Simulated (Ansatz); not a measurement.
Method: DFT PBE, scalar-relativistic, plane waves, PAW in Ansatz 0.2.0. Several structures of GaAs4 were relaxed, and the powder pattern of one of them was computed from 10° to 70° in 2θ (λ = 1.5406 Å; lines under 1 % are left out).

Cu Kα1 powder pattern (kinematic, no thermal factors).
```tsv
2θ (°)	relative intensity
20.18	1
20.57	26
24.62	9
32.30	51
35.10	100
35.80	65
41.03	17
41.85	3
49.16	20
50.49	35
51.01	47
55.08	7
55.74	5
56.95	2
61.21	16
63.43	12
67.60	3
```

Question: Which structure gives it?
A.

```
Ga As
1.0
    -3.03259    3.03259    3.03259
     3.03259   -3.03259    3.03259
     3.03259    3.03259   -3.03259
Ga As
1 4
Cartesian
  0.0000 0.0000 0.0000
  1.5163 1.5163 -1.5163
  -1.5163 1.5163 1.5163
  1.5163 1.5163 1.5163
  1.5163 -1.5163 1.5163
```

B.

```
Ga As
1.0
    -2.55442    2.55442    4.31352
     2.55442   -2.55442    4.31352
     2.55442    2.55442   -4.31352
Ga As
1 4
Cartesian
  0.0000 0.0000 0.0000
  0.0000 2.5544 2.1568
  2.5544 0.0000 2.1568
  0.0000 0.0000 2.9812
  0.0000 0.0000 5.6459
```

C.

```
Ga As
1.0
     5.61340    0.00000    0.00000
    -2.80670    4.86135    0.00000
     0.00000    0.00000    5.15505
Ga As
1 4
Direct
  0.00000 0.00000 0.00000
  0.50000 0.00000 0.50000
  0.00000 0.50000 0.50000
  0.50000 0.50000 0.50000
  0.00000 0.00000 0.50000
```

D.

```
Ga As
1.0
     5.01044    0.00000    0.00000
     0.00000    5.01044    0.00000
     0.00000    0.00000    5.01044
Ga As
1 4
Cartesian
  2.5052 2.5052 2.5052
  2.5052 0.0000 0.0000
  0.0000 2.5052 0.0000
  0.0000 0.0000 2.5052
  0.0000 0.0000 0.0000
```

Answer: B. Its strongest line, at 2θ = 35.10°, has d = λ/(2 sin θ) = 2.554 Å and is the (2 0 0) reflection of the conventional I4/mmm cell with a = 5.109 Å, c = 8.627 Å. The others have their strongest lines at 42.1° (A); 37.0° (C); 35.8° (D).

The cells needn't be stable.
